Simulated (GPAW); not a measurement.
The system is Ti.

```
CELL_PARAMETERS angstrom
-1.64100 1.64100 1.64100
1.64100 -1.64100 1.64100
1.64100 1.64100 -1.64100
ATOMIC_POSITIONS crystal
Ti 0.00000 0.00000 0.00000
```

This isn't the form of Ti at room conditions, which is hcp.

```yaml
Program: GPAW 26.7.0
Task: relaxation of cell and atoms
Functional: PBE
Dispersion: D3(BJ)
Potentials_or_basis: GPAW PAW data sets (gpaw-data 1.2.1)
Cutoff: 600 eV
Basis: pw
k_mesh: 11 × 11 × 11
Occupations: fermi-dirac, width 0.05 eV
Spin: no spin polarisation
```

At the start: pressure -8.6 GPa; volume 17.68 Å³/atom.

Task: Where does the relaxation end?

Result: Over 4 steps the energy falls by 35.0 meV/atom and the volume is 16.22 Å³/atom (-8.2 %); space group Im-3m (No. 229, to 0.05 Å).

Step by step:
| step | energy change (eV) | largest force (eV/Å) | pressure (GPa) | volume (Å³) |
| --- | --- | --- | --- | --- |
| 1 | 0.0000 | 0.0000 | -8.62 | 17.68 |
| 2 | -0.0265 | 0.0000 | -4.86 | 16.97 |
| 3 | -0.0346 | 0.0000 | 0.37 | 16.17 |
| 4 | -0.0350 | 0.0000 | -0.01 | 16.22 |

Final structure:
```cif
data_structure
_symmetry_space_group_name_H-M 'P 1'
_symmetry_Int_Tables_number 1
_cell_length_a 2.7623
_cell_length_b 2.7623
_cell_length_c 2.7623
_cell_angle_alpha 109.471
_cell_angle_beta 109.471
_cell_angle_gamma 109.471
_cell_volume 16.22
loop_
_atom_site_label
_atom_site_type_symbol
_atom_site_fract_x
_atom_site_fract_y
_atom_site_fract_z
_atom_site_occupancy
Ti1 Ti 0.00000 0.00000 0.00000 1
```

Caveat: later steps reuse the first step's grids; pairwise dispersion overbinds metals, which lowers pressure and volume.
